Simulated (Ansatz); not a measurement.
Below is a relaxed structure of GaAs. The cell was found from a structure generator's guess, not taken from experiment.

The calculation used DFT PBE, scalar-relativistic, plane waves, PAW (Ansatz 0.2.0). Cutoff 420 eV, Γ-centred mesh, Gaussian smearing, no spin polarisation.

```xyz
4
Lattice="3.8170 0.0000 0.0000 0.0000 3.8170 0.0000 0.0000 0.0000 6.8151" Properties=species:S:1:pos:R:3 pbc="T T T"
Ga    0.0000    1.9085    0.0000
Ga    1.9085    0.0000    3.4075
As    1.9085    1.9085    1.7038
As    1.9085    1.9085    5.1113
```

Energies over the elements count from the elements' standard structures at the same level, with no fitted energy shifts.

Q: Find its symmetry and describe it.

A: P4_2/mmc (No. 131). Conventional cell: a = 3.817 Å, c = 6.815 Å. Around Ga lie 4 As at 2.56 Å; As has 4 Ga at 2.56 Å.

Q: How far does it lie from the elements in energy?

A: +0.20 eV/atom. A positive value: parting into the elements would lower its energy.

Q: Is it a metal?

A: Yes, bands cross the Fermi level on the 12×12×8 mesh.

Q: From what recipe could a structure generator have reached it?

A: One such recipe: ordered vacancies on the anion sites of fluorite (P4_2/mmc, No. 131). Other recipes can lead to the same cell.

The last run used a 12×12×8 mesh (in the run's order of axes) for its 4-atom cell and Gaussian smearing of 0.10 eV. The reference form of As is held partly by dispersion forces, which this level lacks. Symmetry constrained the relaxation, so the result can be a saddle point. Another cell of GaAs relaxed alike, in P4/mmm, lies 148 meV/atom lower, so this cell isn't the stable form at this level.
